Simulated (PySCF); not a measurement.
Species: C₄H₆.
Geometry (PBE0-D3(BJ)/def2-SVP, Å), atoms numbered from 1 in this order:
```xyz
10
C4H6 angstrom
C     -1.121   -0.241   -0.228
C     -0.121    0.271    0.753
C      1.095   -0.370    0.173
C      0.149    0.389   -0.694
H     -2.040    0.342   -0.352
H     -1.258   -1.328   -0.343
H     -0.216    1.036    1.522
H      2.059    0.104    0.392
H      1.140   -1.468    0.092
H      0.312    1.268   -1.315
```

Method: core-valence-separated Tamm–Dancoff BHandHLYP/aug-pcX-1 (pcseg-1 on H) in PySCF, non-relativistic, gas phase, PBE0-D3(BJ)/def2-SVP geometry. BHandHLYP without relativity tends to put these K edges a few eV too low, so spacings mean more than positions.

Problem. List the carbon K-edge absorption lines.

Solution. 
```tsv
E (eV)	f	core hole on	main final orbital
285.99	0.0510	C2/C4	spread (2 roots, f summed)
286.12	0.0057	C2/C4	spread
286.13	0.0492	C1/C3 + C2/C4	LUMO (2 roots, f summed)
286.13	0.0234	C1/C3	LUMO (45 %)
286.31	0.0913	C1/C3	LUMO+9 (2 roots, f summed)
286.48	0.0411	C1/C3	LUMO+2 (2 roots, f summed)
286.94	0.0052	C2/C4	LUMO+3 (2 roots, f summed)
287.06	0.0112	C2/C4	LUMO+1 (2 roots, f summed)
287.07	0.0068	C1/C3	LUMO+3 (2 roots, f summed)
287.20	0.0021	C2/C4	LUMO (2 roots, f summed)
```

The first line with a tenth or more of the strongest one's intensity is at 285.99 eV (f = 0.051, sum of 2), with the hole on C2/C4 (sp3 carbon at a ring junction). The strongest listed is at 286.31 eV (f = 0.091, sum of 2; C1/C3).

Roots within 0.03 eV whose holes lie on the same, on equivalent or on shared atoms are summed into one line, and the highest roots are left out, as the search may have cut off their partners. Final orbitals are the ground state's empty Kohn–Sham orbitals.

Problem. What length of transition dipole belongs to the line at 286.13 eV?

Solution. From f = (2/3) ΔE |μ|² in atomic units, with ΔE = 10.515 Eh and f = 0.0234: |μ| = 0.058 au = 0.15 D.

The ionisation thresholds weren't computed; near and above them a finite basis only mimics Rydberg series and continuum.

The run took 5.1 s of wall time on one thread of an AMD EPYC 7B13 (shared host), and the process peaked at 0.61 GiB of memory.
